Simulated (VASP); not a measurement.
Here is a VASP 6.6.1 calculation.

Contents of INCAR:

```
SYSTEM = TiN
ALGO     = Normal         ! electronic algorithm
EDIFF    = 1E-6           ! SCF threshold, eV
EDIFFG   = -0.01          ! ionic threshold
ENCUT    = 600            ! plane-wave cutoff, eV
GGA      = PE             ! functional
IBRION   = 2              ! ionic algorithm
ISIF     = 3              ! what is computed and relaxed
ISMEAR   = 1              ! smearing method
LASPH    = .TRUE.         ! aspherical terms in the spheres
LCHARG   = .FALSE.        ! write CHGCAR
LREAL    = .FALSE.        ! projectors in reciprocal space
LWAVE    = .FALSE.        ! write WAVECAR
NELM     = 80             ! most SCF steps
NSW      = 90             ! ionic steps
PREC     = Accurate       ! precision mode
SIGMA    = 0.1            ! smearing width, eV
```

KPOINTS

```
k-points
0
G
  16 16 16
  0 0 0
```

POSCAR

```
TiN
1.0
    0.0000000000      2.1190000000      2.1190000000
    2.1190000000      0.0000000000      2.1190000000
    2.1190000000      2.1190000000      0.0000000000
Ti N
1 1
Direct
    0.0000000000      0.0000000000      0.0000000000
    0.5000000000      0.5000000000      0.5000000000
```

Potentials or basis: VASP PAW PBE potentials, release 64 (Ti_sv, N).

Launch:

```bash
$ cat potpaw_PBE.64/Ti_sv/POTCAR potpaw_PBE.64/N/POTCAR > POTCAR
$ mpirun -np 1 vasp_std > vasp.out
```

(1) Predict the relaxed cell.

(2) Estimate the space group after relaxing (to 0.05 Å).

(3) Predict the band gap on the k mesh.

## Answers

(1) a = 3.004 Å, b = 3.004 Å, c = 3.004 Å, α = 60.00°, β = 60.00°, γ = 60.00°.

(2) Fm-3m (No. 225).

(3) none (metal or under the smearing width).
